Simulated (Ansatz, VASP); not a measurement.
# One calculation of Rh, two programs

```
Rh
1.0
     2.45806    0.00000    0.00000
     0.00000    2.45806    0.00000
     0.00000    0.00000    2.45806
Rh
1
Direct
  0.00000 0.00000 0.00000
```

The cell was built by a generator and needn't be a form met in nature.

Alike in both runs: task relaxation of cell and atoms; functional PBE; k mesh 13 × 13 × 13; occupations fermi-dirac, width 0.05 eV; collinear spin.

```csv
,VASP,Ansatz
version,VASP 6.6.1,Ansatz 0.2.0
potentials or method,"VASP PAW PBE potentials, release 64 (Rh_pv)","plane waves (420 eV) with PAW, scalar-relativistic"
plane-wave cutoff (eV),600,420
valence electrons in the cell,15,17
```

Ansatz gave:

| Quantity | Value |
| --- | --- |
| net moment per atom (μB) | 0.00 |
| relaxed volume (Å³/atom) | 16.31 |
| relaxed cell length with the largest relative difference (Å) | 2.536 |
| energy change over the relaxation (meV/atom) | -90 |

What did VASP give for the same quantities?

net moment per atom (μB): 0.00; relaxed volume (Å³/atom): 16.29; relaxed cell length with the largest relative difference (Å): 2.535; energy change over the relaxation (meV/atom): -90.

The two sets of potentials don't hold the same shells in valence. Ansatz warned: «seeded_moment_not_kept».
